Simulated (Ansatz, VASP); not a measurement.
# Si: VASP beside Ansatz

```
CELL_PARAMETERS angstrom
0.00000 2.73988 2.73988
2.73988 0.00000 2.73988
2.73988 2.73988 0.00000
ATOMIC_POSITIONS crystal
Si 0.50000 0.50000 0.50000
Si 0.75000 0.75000 0.75000
```

Alike in both runs: task single point; functional PBE; dispersion D4; k mesh 8 × 8 × 8; occupations fermi-dirac, width 0.05 eV; no spin polarisation.

```csv
,VASP,Ansatz
version,VASP 6.6.1,Ansatz 0.2.0
potentials or method,"VASP PAW PBE potentials, release 64 (Si)",Ansatz PAW
plane-wave cutoff (eV),520,420
valence electrons in the cell,8,8
```

```csv
,VASP,Ansatz,Ansatz less VASP
gap on the k mesh at the Fermi level (eV),0.66,0.66,-0.003
least direct gap on the mesh (eV),2.55,2.55,-0.005
pressure (GPa),-3.0,-2.9,+0.07
dispersion energy (meV/atom),-323.1,-323.2,-0.14
```

A k mesh can miss the band edges. Expect the measured gap to be larger: semilocal functionals such as PBE lack the derivative discontinuity.
